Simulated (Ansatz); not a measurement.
Runs of Ansatz 0.2.0 on Al2O3. Symmetry: P-3m1, No. 164, trigonal system. The conventional cell has a = 3.017 Å, b = 3.017 Å, c = 7.575 Å, α = 90.00°, β = 90.00°, γ = 120.00°. Al (site symmetry 3m) is surrounded by 4 O at 1.68 to 1.84 Å. Around O (site symmetry -3m) lie 2 Al at 1.68 Å. Around O (site symmetry 3m) lie 3 Al at 1.84 Å. Measurements of this composition are mostly on another form, of space group No. 167.

| task | level | cell | cutoff (eV) | points for each segment of the path | gap on the mesh (eV) | pressure (GPa) | relaxed volume (Å³/atom) | largest force (eV/Å) |
| --- | --- | --- | --- | --- | --- | --- | --- | --- |
| relaxation of cell and atoms | r2SCAN | relaxed | 500 | - | (b) | 0.0 | 11.74 | - |
| band structure | LDA | as given | 420 | 14 | (c) | -8.3 | - | 0.46 |
| relaxation of cell and atoms | LDA | relaxed | 420 | - | 2.50 | 0.0 | 11.18 | - |
| band structure | r2SCAN | as given | 500 | 14 | 2.96 | -5.5 | - | (a) |

Alike in all rows: potentials or basis Ansatz PAW; no spin polarisation; k mesh 10 × 10 × 4; smearing fermi-dirac 0.05 eV.

Estimate the missing entries.

(a) 0.39; (b) 3.14; (c) 2.20.

Caveats: the PAW data sets come from PBE, with cores solved anew for the run's functional, which leaves a small shift of forces and pressure; the plane-wave basis is chosen anew once the cell has moved, so the energies of steps on either side of that aren't comparable (some runs).

A k mesh can miss the band edges.
